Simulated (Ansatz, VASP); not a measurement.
One calculation of AgCl (Chlorargyrite), two programs

Contents of INCAR:

```
SYSTEM = AgCl
PREC = Accurate
ENCUT = 520
EDIFF = 1E-7
ISMEAR = -1
SIGMA = 0.05
LREAL = .False.
LASPH = .True.
NELM = 100
ALGO = Normal
ISIF = 2
LWAVE = .False.
LCHARG = .False.
GGA = PS
NBANDS = 16
```

The input KPOINTS:

```
regular mesh
0
Gamma
  6 6 6
  0 0 0
```

POSCAR

```
AgCl
1.0
    0.0000000000      2.7350000000      2.7350000000
    2.7350000000      0.0000000000      2.7350000000
    2.7350000000      2.7350000000      0.0000000000
Ag Cl
1 1
Direct
    0.0000000000      0.0000000000      0.0000000000
    0.5000000000      0.5000000000      0.5000000000
```

File input.yaml:

```yaml
crystal:
  lattice:
    - [0.0, 2.735, 2.735]
    - [2.735, 0.0, 2.735]
    - [2.735, 2.735, 0.0]
  atoms:
    - { symbol: Ag, position: [0.0, 0.0, 0.0] }
    - { symbol: Cl, position: [0.5, 0.5, 0.5] }
kpoints:
  mp_grid: { grid: [6, 6, 6] }
scf:
  occupations: { method: fermi_dirac, width: 0.05 }
hamiltonian:
  xc: pbesol
  pseudopotentials: { kind: all_electron, datasets: crystal }
output:
  forces: true
  stress: true
  eigenvalues: true
```

Alike in both runs: task single point; functional PBEsol; k mesh 6 × 6 × 6; occupations fermi-dirac, width 0.05 eV; no spin polarisation.

|  | VASP | Ansatz |
| --- | --- | --- |
| version | VASP 6.6.1 | Ansatz 0.2.0 |
| potentials or method | VASP PAW PBE potentials, release 64 (Ag, Cl) | all-electron PAW datasets made for the crystal |
| plane-wave cutoff (eV) | 520 | see its input |

Ansatz gave:

```
gap on the k mesh at the Fermi level (eV) : 0.73
least direct gap on the mesh (eV)         : 3.23
pressure (GPa)                            : -0.7
```

Task: Estimate VASP's values.

Result: gap on the k mesh at the Fermi level (eV): 0.72; least direct gap on the mesh (eV): 3.23; pressure (GPa): -0.8.

Ansatz ran all-electron here, so the differences hold the error of VASP's frozen core and of both bases.

Caveats: the PAW data sets were made with another functional, which shifts forces and pressure a little (VASP). A k mesh can miss the band edges.
